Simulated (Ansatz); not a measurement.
# Ta2CS2 MXene bilayer (AB) in a perpendicular field, part 2 of 3

Aim: how the Ta2CS2 MXene bilayer (AB) screens a field along its normal, and what the field does to its bands. A positive field points along +c.

Ansatz 0.2.0; plane-wave DFT, PBE-D3(BJ), Ansatz PAW (the session's first sound run).

So far. Step 2 (Relaxing the slab): The lattice constant a goes from 3.226 to 3.257 Å.

## 3. Atoms held, field 0, start network

A sawtooth potential applies the field, turning back in the middle of the vacuum. With the dipole correction the typed value is the field outside the slab. The induced dipole is small, so the SCF threshold is tight.

The cell differs from the one that the last finished run ended in (c 61.433 → 32.559 Å).

File input.yaml:

```yaml
crystal:
  lattice:
    - [3.2567761041, 0.0, 0.0]
    - [-1.628388052, 2.8204508406, 0.0]
    - [0.0, 0.0, 32.5587924589]
  atoms:
    - { symbol: S, position: [0.3333333333, 0.6666666667, 0.276423028] }
    - { symbol: Ta, position: [0.6666666667, 0.3333333333, 0.3264197598] }
    - { symbol: C, position: [0.0, 0.0, 0.3627411263] }
    - { symbol: Ta, position: [0.3333333333, 0.6666666667, 0.3991987817] }
    - { symbol: S, position: [0.6666666667, 0.3333333333, 0.4490268938] }
    - { symbol: S, position: [0.6666666667, 0.3333333333, 0.5509731062] }
    - { symbol: Ta, position: [0.0, 0.0, 0.6008012183] }
    - { symbol: C, position: [0.3333333333, 0.6666666667, 0.6372588737] }
    - { symbol: Ta, position: [0.6666666667, 0.3333333333, 0.6735802402] }
    - { symbol: S, position: [0.0, 0.0, 0.723576972] }
kpoints:
  mp_grid: { grid: [18, 18, 1] }
  band_path:
    path: [[0, 0, 0], [0.5, 0, 0], [0.33333333, 0.33333333, 0], [0, 0, 0]]
    npoints: 16
hamiltonian:
  xc: pbe
  dispersion: d3bj
scf:
  occupations: { method: fermi_dirac, width: 0.02585 }
  convergence: { dr2_threshold: 1.0e-10 }
efield:
  axis: 3
  dipole_correction: true
  ramp_position: 0.97
  ramp_width: 0.06
  amplitude: 0
output:
  dos: { projected: true, e_range: [-6, 5] }
  bader: true
  write_potential: true
  write_density: true
  volumetric_format: npy
  elf: true
```

Run with:

```
$ ansatz run input.yaml --threads 4 --pin off --max-ram 6144MiB --backend cpu --events-out ev --progress --plain --runs-dir out
```

Numbers of over 12 decimals in the logs are rounded to 6 here.

The program printed:

```text
[...]
Crystal: 10 atoms, lattice volume = 299.071 Å³
Basis set: ecut = 420 eV, 5965 PW (Γ)
Bands: 52, of which v1, the nominal top of the filled ones, is band 42 counted from 1 (41 counted from 0)
Symmetry: 6 space group operations
k-points: 37 of 324 (time reversal used)
[...]
SCF iter   1: F=—  HF=-43852.304885 eV  |F-HF|=—  |Δ(HF+E_count)|=         —  Δρ=3.38e-3  dr2=2.67e-1  ethr=1.77e-3  p=0.000 e·Å  D=1.20e-13 V/Å  ΔV_dip=-0.00 eV  dr2_dipole=2.21e-7  V_vac-E_F(+/−)=5.70/5.70 eV  ⟨swp⟩=8.9  Hψ=9391  notcnv=0  defer=8
efield: sawtooth ramp at fractional position 0.9700 (set: `efield.ramp_position`, or a place that a band, a saddle search or an elastic batch's reference lends), width 0.0600; the density the first Hamiltonian is built on has a dipole p = 0.000 e·Å; the dipole correction subtracts the counter field D = 1.20e-13 V/Å, which shifts the + side's vacuum level by -0.00 eV against the − side's; the planar-averaged density in the ramp window peaks in size at 2.1e-5 e/Å³
[...]
SCF iter   2: F=—  HF=-43852.348388 eV  |F-HF|=—  |Δ(HF+E_count)|=   4.35e-2  Δρ=4.98e-3  dr2=6.02e-1  ethr=3.18e-4  p=0.000 e·Å  D=2.38e-5 V/Å  ΔV_dip=-0.00 eV  dr2_dipole=1.66e-6  V_vac-E_F(+/−)=5.08/5.08 eV  ⟨swp⟩=4.5  Hψ=4017  notcnv=0  defer=146  recentre
[...]
SCF iter  11: F=-43852.276864 eV  HF=-43852.276864 eV  |F-HF|=1.46e-11  |Δ(HF+E_count)|=  8.73e-11  Δρ=7.15e-8  dr2=6.54e-11  ethr=1.00e-12  p=-0.000 e·Å  D=-2.16e-8 V/Å  ΔV_dip=0.00 eV  dr2_dipole=7.11e-15  V_vac-E_F(+/−)=5.39/5.39 eV  ⟨swp⟩=12.8  Hψ=6971  notcnv=0
SCF 1 converged in 11 iterations: F = -43852.276864 eV  dr2 = 6.54e-11
[...]
NSCF: frozen V_eff on 49 k-points
efield: sawtooth ramp at fractional position 0.9700 (kept from the solve that this one continues, or follows in the run), width 0.0600; the density the first Hamiltonian is built on has a dipole p = -0.000 e·Å; the dipole correction subtracts the counter field D = -2.16e-8 V/Å, which shifts the + side's vacuum level by +0.00 eV against the − side's; the planar-averaged density in the ramp window peaks in size at 5.6e-6 e/Å³
[...]
SCF converged after 11 iterations
Free energy (F): -43852.276864 eV
[...]
Internal energy: -43852.272747 eV  (E = F + TS)
E sigma→0 (E₀):  -43852.274805 eV
Entropy (-TS):   -0.004118 eV (-0.412 meV/atom)
Fermi energy:    4.368829 eV
Dipole field:    D = 0.000000 V/Å  (p = 0.000000 e·Å, saw-weighted, corrected)
Work function:   Φ+ = 5.3887 eV   Φ− = 5.3887 eV
Levels:          The Fermi level and band energies are counted from a zero that moves with the ramp; work functions are not
[...]
--- Band table (eV; the first three rows and the last of 37) ---
  k-point 0: bands = [... 38 lower, 3.6836, 3.6836, 4.1237, 4.1237, 4.1689, 4.1689, 4.1704, 4.4463, ... 6 higher]
  k-point 1: bands = [... 38 lower, 3.3841, 3.3976, 3.9408, 4.0530, 4.3839, 4.4203, 4.5293, 4.7212, ... 6 higher]
  k-point 2: bands = [... 38 lower, 3.0050, 3.0216, 3.6864, 3.7765, 4.6766, 4.7090, 4.8629, 5.0760, ... 6 higher]
  k-point 36: bands = [... 38 lower, 0.8977, 1.2810, 5.1854, 5.2926, 5.2926, 5.3234, 5.3234, 5.4023, ... 6 higher]
--- Bader charges: 10 sites ---
  site symbol  charge [e]  shift [e]
     0      S     -0.8581     0.0026
     1     Ta      1.8378     0.0044
     2      C     -1.9560     0.0036
     3     Ta      1.8361     0.0044
     4      S     -0.8599     0.0026
     5      S     -0.8599     0.0026
     6     Ta      1.8361     0.0044
     7      C     -1.9560     0.0036
     8     Ta      1.8378     0.0044
     9      S     -0.8580     0.0026
  estimated error of the sums over rays = 6.6e-4 e
```

The job ended after 62 s (4 threads of Arm Neoverse V1, shared host; peak memory 1.1 GiB).

In the SCF lines HF is the Harris–Foulkes energy and dr2 the Hartree energy of the density residual, in eV; the loop may stop once dr2 is under the threshold and the program's other checks hold. Hψ counts applications of the Hamiltonian.

Numbers from this step:

```
energy at zero smearing   : -43852.2748 eV
work function, upper face : 5.389 eV
dipole along the normal   : 1.18e-7 e·Å
```

Running mean over a fixed 2.7 Å (it still follows the layers) of the planar mean; the ramp of the sawtooth is left out. The electron's electrostatic potential energy less the Fermi level by z:

z (Å), electron's electrostatic potential energy less the Fermi level (eV) and a bar from the least value:
```
        4        5.4 ##############################
        5        5.4 ##############################
        6        5.4 ##############################
        7        4.6 #############################
        8        0.4 ######################
        9       -4.7 ##############
       10      -10.5 ####
       11      -11.6 ##
       12      -13.0 
       13      -11.2 ###
       14       -9.2 ######
       15       -2.4 #################
       16        1.2 #######################
       17       -0.2 #####################
       18       -5.2 #############
       19      -10.6 ####
       20      -11.7 ##
       21      -12.9 
       22      -11.1 ###
       23       -8.8 #######
       24       -2.0 ##################
       25        2.5 #########################
       26        5.2 ##############################
       27        5.4 ##############################
       28        5.4 ##############################
       29        5.4 ##############################
```

The density of states has structure finer than the step of the table below, so its rows give means over 0.2 eV, whole bins alone (the curve runs from -6 to 1.83 eV). Peaks (eV: height): -5.70: 12.7, -5.06: 12.1, -4.70: 23.7, -4.46: 12.5, -3.99: 11.7, -2.44: 16.7, -2.17: 11.9.

Density of states against energy, zero at the Fermi level; means over each step:

```
energy (eV)  density of states (states/eV a cell)
       -5.8                                  4.98
       -5.6                                  9.67
       -5.4                                  4.75
       -5.2                                  1.25
       -5.0                                  8.91
       -4.8                                  16.4
       -4.6                                  12.9
       -4.4                                  8.11
       -4.2                                  6.11
       -4.0                                  7.93
       -3.8                                  5.69
       -3.6                                  6.39
       -3.4                                  6.88
       -3.2                                  6.66
       -3.0                                  7.09
       -2.8                                  7.82
       -2.6                                  9.68
       -2.4                                  9.86
       -2.2                                  7.61
       -2.0                                  4.36
       -1.8                                  2.68
       -1.6                                  4.10
       -1.4                                  3.67
       -1.2                                  2.82
       -1.0                                  2.73
       -0.8                                  2.74
       -0.6                                  3.34
       -0.4                                  2.13
       -0.2                                  1.28
        0.0                                  2.45
        0.2                                  3.47
        0.4                                  2.79
        0.6                                  2.50
        0.8                                  2.32
        1.0                                  2.56
        1.2                                  2.32
        1.4                                  2.45
        1.6                                  3.76
```

Projected DOS per atom over height of the atomic layer and energy from the Fermi level. Layers: S Ta C Ta S S Ta C Ta S from below.

Ten even steps from '0' (0.07 states/eV) to '9' (2.37 states/eV), each cell a mean:
```
0302002030
0101001010
0101001010
0101001010
0101001010
0000000000
0101001010
0101001010
1101111011
2000220002
1000220001
5202442025
6202552026
4102442014
4101331014
3101331013
3212332123
2343333432
4695335964
1111221111
2232222322
1121111211
```
Columns: height of the atomic layer (Å) from 9 to 23.6 (not evenly spaced); rows upwards: energy from the Fermi level (eV) from -5.96 to 1.78.

Electronic bands along the path, in eV, zero at the Fermi level:

```
  point  band 39  band 40  band 41  band 42  band 43  band 44  band 45  band 46
      Γ    -0.69    -0.69    -0.25    -0.25    -0.20    -0.20    -0.20     0.08
halfway    -1.69    -1.69    -1.66    -1.54     0.95     0.97     1.20     1.43
      M    -2.32    -1.96    -1.59    -1.54     1.62     1.64     2.54     2.54
halfway    -2.86    -2.59    -0.81    -0.66     1.91     1.93     2.18     2.20
      K    -3.47    -3.09     0.82     0.92     0.92     0.95     0.95     1.03
halfway    -2.36    -2.20    -0.52    -0.32    -0.18    -0.10     2.03     2.27
      Γ    -0.69    -0.69    -0.25    -0.25    -0.20    -0.20    -0.20     0.08
```

Electrostatic potential energy in the ca plane at fractional y = 0.667, with atoms of S and Ta and C within 0.2 Å of it. With pseudopotentials it is smooth inside the atoms' cores, unlike the true potential.

Ten even steps from '0' (-36 eV) to '9' (10 eV), each cell a mean:
```
99999999999999999999987545778888888788999998
99999999999999999999987545678888887778999998
99999999999999999988787766788765688889999998
99999999999999999863247888886310268999999999
99999999999999999721106888884000047999999999
99999999999999999711106888884000037999999999
99999999999999999851137888886200158999999999
99999999999999999987778767887654678889999999
```
Columns run along c (16.0 Å, from fractional 0.06 to 0.55 of the cell; values clipped at the 3rd and 97th percentile), rows up along a (3.3 Å). Atoms in or near the plane, at fractional coordinates: S at (0.28, 0.33), Ta at (0.40, 0.33).

Valence density in the ca plane at fractional y = 0.667, with atoms of S and Ta and C within 0.2 Å of it. It is the smooth field of the valence electrons, not physical close to the nuclei.

Ten steps, logarithmic in the rise over the least value, from '0' (0.0 e/Å³) to '9' (4.3 e/Å³), each cell a mean:
```
00000000000001233445665554444455542111345555
00000000000001233345665554444455542112345555
00000000000012345544554555555455432111244544
00000000000024566654434457898644321001123333
00000000000135665765333458999743211000112222
00000000000135665665333468999743210000112222
00000000000024666664433457998643321000123333
00000000000012455554444455665444432101234444
```
Columns run along c (16.0 Å, from fractional 0.10 to 0.59 of the cell), rows up along a (3.3 Å). Atoms in or near the plane, at fractional coordinates: S at (0.28, 0.33), Ta at (0.40, 0.33).

ELF in the ca plane at fractional y = 0.667, with atoms of S and Ta and C within 0.2 Å of it. It is the smooth field of the valence electrons, not physical close to the nuclei.

Ten even steps from '0' (0.00) to '9' (0.93), each cell a mean:
```
00000000000000000123331222366532367887510378
00000000000000000012321232367532367887510378
00000000000000013567763212354222246776300256
00000000000000257998887312332466523432100012
00000000000001479994267522223754731110000000
00000000000001479993157532213743741110000000
00000000000001258998787422332577622331000012
00000000000000024678874211354222236765200246
```
Columns run along c (16.0 Å, from fractional 0.06 to 0.55 of the cell), rows up along a (3.3 Å). Atoms in or near the plane, at fractional coordinates: S at (0.28, 0.33), Ta at (0.40, 0.33).

The work function of the upper face is 5.39 eV.

## 4. Atoms held, field 0.03 V/Å

Changes to input.yaml since step 3:

```diff
@@ -32,6 +32,4 @@
   ramp_width: 0.06
-  amplitude: 0
+  amplitude: 0.03
 output:
-  dos: { projected: true, e_range: [-6, 5] }
-  bader: true
   write_potential: true
@@ -39,2 +37 @@
   volumetric_format: npy
-  elf: true
```

The program printed:

```text
[...]
Crystal: 10 atoms, lattice volume = 299.071 Å³
Basis set: ecut = 420 eV, 5965 PW (Γ)
Bands: 52, of which v1, the nominal top of the filled ones, is band 42 counted from 1 (41 counted from 0)
Symmetry: 6 space group operations
k-points: 37 of 324 (time reversal used)
[...]
k-point 0: bands = [... 38 lower, 3.6839, 3.6839, 4.1236, 4.1236, 4.1689, 4.1689, 4.1704, 4.4463, ... 6 higher]
  k-point 1: bands = [... 38 lower, 3.3839, 3.3977, 3.9408, 4.0530, 4.3839, 4.4203, 4.5293, 4.7212, ... 6 higher]
  k-point 2: bands = [... 38 lower, 3.0049, 3.0217, 3.6864, 3.7765, 4.6765, 4.7090, 4.8628, 5.0760, ... 6 higher]
  k-point 36: bands = [... 38 lower, 0.9026, 1.2810, 5.1853, 5.2910, 5.2941, 5.3218, 5.3250, 5.4023, ... 6 higher]
[key lines of the parts left out:]
SCF converged after 11 iterations
Free energy (F): -43852.277239 eV
Fermi energy:    4.368809 eV
Dipole field:    D = 0.015108 V/Å  (p = 0.024970 e·Å, saw-weighted, corrected)
```

Elapsed: 36 s, on 4 threads; peak memory 1 GiB.

The dipole is 0.0250 e·Å.

## 5. Single point, field -0.03 V/Å

Changes to input.yaml since step 4:

```diff
@@ -32,3 +32,3 @@
   ramp_width: 0.06
-  amplitude: 0.03
+  amplitude: -0.03
 output:
```

The program printed:

```text
[...]
Crystal: 10 atoms, lattice volume = 299.071 Å³
Basis set: ecut = 420 eV, 5965 PW (Γ)
Bands: 52, of which v1, the nominal top of the filled ones, is band 42 counted from 1 (41 counted from 0)
Symmetry: 6 space group operations
k-points: 37 of 324 (time reversal used)
[...]
k-point 0: bands = [... 38 lower, 3.6839, 3.6839, 4.1236, 4.1236, 4.1689, 4.1689, 4.1704, 4.4463, ... 6 higher]
  k-point 1: bands = [... 38 lower, 3.3839, 3.3977, 3.9408, 4.0530, 4.3839, 4.4203, 4.5293, 4.7212, ... 6 higher]
  k-point 2: bands = [... 38 lower, 3.0049, 3.0217, 3.6864, 3.7765, 4.6765, 4.7090, 4.8628, 5.0760, ... 6 higher]
  k-point 36: bands = [... 38 lower, 0.9026, 1.2810, 5.1853, 5.2910, 5.2941, 5.3218, 5.3250, 5.4023, ... 6 higher]
[key lines of the parts left out:]
SCF converged after 12 iterations
Free energy (F): -43852.277239 eV
Fermi energy:    4.368809 eV
Dipole field:    D = -0.015108 V/Å  (p = -0.024970 e·Å, saw-weighted, corrected)
```

Wall time 36 s (4 threads); peak memory 0.99 GiB; 2.4 min of CPU time.

The dipole is -0.0250 e·Å.

## 6. Single point, field 0.15 V/Å

Changes to input.yaml since step 5:

```diff
@@ -30,5 +30,5 @@
   dipole_correction: true
-  ramp_position: 0.97
-  ramp_width: 0.06
-  amplitude: -0.03
+  ramp_position: 0.9616
+  ramp_width: 0.0768
+  amplitude: 0.15
 output:
```

The program printed:

```text
[...]
Crystal: 10 atoms, lattice volume = 299.071 Å³
Basis set: ecut = 420 eV, 5965 PW (Γ)
Bands: 52, of which v1, the nominal top of the filled ones, is band 42 counted from 1 (41 counted from 0)
Symmetry: 6 space group operations
k-points: 37 of 324 (time reversal used)
[...]
k-point 0: bands = [... 38 lower, 3.6870, 3.6870, 4.1216, 4.1216, 4.1696, 4.1701, 4.1701, 4.4461, ... 6 higher]
  k-point 1: bands = [... 38 lower, 3.3810, 3.3997, 3.9398, 4.0530, 4.3818, 4.4214, 4.5283, 4.7210, ... 6 higher]
  k-point 2: bands = [... 38 lower, 3.0020, 3.0236, 3.6854, 3.7766, 4.6745, 4.7101, 4.8618, 5.0759, ... 6 higher]
  k-point 36: bands = [... 38 lower, 0.9220, 1.2805, 5.1847, 5.2842, 5.2995, 5.3151, 5.3309, 5.4019, ... 6 higher]
[key lines of the parts left out:]
SCF converged after 12 iterations
Free energy (F): -43852.286228 eV
Fermi energy:    4.368303 eV
Dipole field:    D = 0.075541 V/Å  (p = 0.124852 e·Å, saw-weighted, corrected)
```

It took 37 s on 4 threads; peak memory 1 GiB.

The dipole is 0.125 e·Å.

## 7. Single point, field 0.25 V/Å

Changes to input.yaml since step 6:

```diff
@@ -32,3 +32,3 @@
   ramp_width: 0.0768
-  amplitude: 0.15
+  amplitude: 0.25
 output:
```

The program printed:

```text
[...]
Crystal: 10 atoms, lattice volume = 299.071 Å³
Basis set: ecut = 420 eV, 5965 PW (Γ)
Bands: 52, of which v1, the nominal top of the filled ones, is band 42 counted from 1 (41 counted from 0)
Symmetry: 6 space group operations
k-points: 37 of 324 (time reversal used)
[...]
k-point 0: bands = [... 38 lower, 3.6896, 3.6896, 4.1180, 4.1180, 4.1681, 4.1720, 4.1720, 4.4456, ... 6 higher]
  k-point 1: bands = [... 38 lower, 3.3767, 3.4021, 3.9381, 4.0529, 4.3782, 4.4232, 4.5266, 4.7208, ... 6 higher]
  k-point 2: bands = [... 38 lower, 2.9977, 3.0261, 3.6836, 3.7766, 4.6710, 4.7117, 4.8600, 5.0756, ... 6 higher]
  k-point 36: bands = [... 38 lower, 0.9376, 1.2795, 5.1835, 5.2779, 5.3021, 5.3104, 5.3354, 5.4012, ... 6 higher]
[key lines of the parts left out:]
SCF converged after 12 iterations
Free energy (F): -43852.302875 eV
Fermi energy:    4.367368 eV
Dipole field:    D = 0.125905 V/Å  (p = 0.208092 e·Å, saw-weighted, corrected)
```

Wall time 36 s (4 threads); peak memory 1 GiB.

The dipole is 0.208 e·Å.

## 8. Atoms held, field -0.25 V/Å

Changes to input.yaml since step 7:

```diff
@@ -32,4 +32,6 @@
   ramp_width: 0.0768
-  amplitude: 0.25
+  amplitude: -0.25
 output:
+  dos: { projected: true, e_range: [-6, 5] }
+  bader: true
   write_potential: true
@@ -37 +39,2 @@
   volumetric_format: npy
+  elf: true
```

The program printed:

```text
[...]
Crystal: 10 atoms, lattice volume = 299.071 Å³
Basis set: ecut = 420 eV, 5965 PW (Γ)
Bands: 52, of which v1, the nominal top of the filled ones, is band 42 counted from 1 (41 counted from 0)
Symmetry: 6 space group operations
k-points: 37 of 324 (time reversal used)
[...]
--- Bader charges: 10 sites ---
  site symbol  charge [e]  shift [e]
     0      S     -0.8469     0.0026
     1     Ta      1.8390     0.0044
     2      C     -1.9555     0.0036
     3     Ta      1.8357     0.0044
     4      S     -0.8598     0.0026
     5      S     -0.8600     0.0026
     6     Ta      1.8365     0.0044
     7      C     -1.9564     0.0036
     8     Ta      1.8366     0.0044
     9      S     -0.8693     0.0026
  estimated error of the sums over rays = 6.5e-4 e
[key lines of the parts left out:]
SCF converged after 12 iterations
Free energy (F): -43852.302875 eV
Fermi energy:    4.367368 eV
Dipole field:    D = -0.125905 V/Å  (p = -0.208092 e·Å, saw-weighted, corrected)
```

Elapsed: 66 s, on 4 threads; peak memory 1 GiB; 4.3 min of CPU time.

The dipole is -0.208 e·Å.

(Continued in part 3 of 3.)

[Logs are printed without paths, hosts, clocks, repeated set-up lines and the standing remarks that a program may print on its own settings, such as how far it seeks lower states.]

[Hosts, paths, dates, database ids (printed as entryN), source tags and the programs' standing remarks are cut or masked in the printed files.]

[Maps of the electrostatic potential energy from Ansatz leave out the sawtooth potential of an applied field or a dipole correction, so their vacuum need not be flat; planar profiles and work functions include it.]

[The density of states shown here was stored with 400 of the rows of the run's finer table, so its peaks can read low, often by over a quarter, or be missed, and its means over a window can be off by a tenth or more.]
